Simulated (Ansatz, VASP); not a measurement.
**CuO: VASP beside Ansatz**

Contents of INCAR:

```
  PREC = Accurate
  ENCUT = 520
  EDIFF = 1E-6
  ISMEAR = -1
  SIGMA = 0.05
  LREAL = False
  LASPH = True
  NELM = 80
  ALGO = Normal
  ISIF = 2
  LWAVE = False
  LCHARG = False
  GGA = PE
  NBANDS = 16
```

KPOINTS

```
regular mesh
0
Gamma
  11 11 10
```

File POSCAR:

```
CuO
1.0
    2.7979916932      0.0000000000      0.0000000000
   -1.3989958417      2.4231318872      0.0000000000
    0.0000000000      0.0000000000      2.7307012645
Cu O
1 1
Direct
    0.0000000000      0.0000000000      0.0000000000
    0.6666666667      0.3333333333      0.5000000000
```

input.yaml

```yaml
crystal:
  lattice:
    - [2.7979916932, 0.0, 0.0]
    - [-1.3989958417, 2.4231318872, 0.0]
    - [0.0, 0.0, 2.7307012645]
  atoms:
    - { symbol: Cu, position: [0.0, 0.0, 0.0] }
    - { symbol: O, position: [0.6666666667, 0.3333333333, 0.5] }
hamiltonian:
  xc: pbe
  pseudopotentials: { kind: paw }
kpoints:
  mp_grid: { grid: [11, 11, 10] }
scf:
  occupations: { method: fermi_dirac, width: 0.05 }
output:
  forces: true
  stress: true
  eigenvalues: true
```

Measurements of this composition are mostly on another form, of space group No. 15.

Alike in both runs: task single point; functional PBE; k mesh 11 × 11 × 10; occupations fermi-dirac, width 0.05 eV; no spin polarisation.

|  | VASP | Ansatz |
| --- | --- | --- |
| version | VASP 6.6.1 | Ansatz 0.2.0 |
| potentials or method | VASP PAW PBE potentials, release 64 (Cu, O) | Ansatz PAW |
| plane-wave cutoff (eV) | 520 | 420 |
| valence electrons in the cell | 17 | 25 |

```tsv
	VASP	Ansatz	Ansatz less VASP
gap on the k mesh at the Fermi level (eV)	none	none	-
pressure (GPa)	7.3	7.0	-0.21
largest component of the traceless stress (GPa)	5.96	5.96	-0.001
```

A gap of «none» marks a metal or a gap that the smearing closes. The two sets of potentials don't hold the same shells in valence.

Caveats: an odd number of electrons without spin polarisation forces a metal; a magnetic or distorted state may lie lower; the run has no spin polarisation, though such a crystal can be magnetic; semilocal functionals often make such compounds metallic where correlation or magnetic order opens a gap, which also shifts bond lengths; the pressure holds a Pulay correction of +0.8 GPa for the finite cutoff (Ansatz).
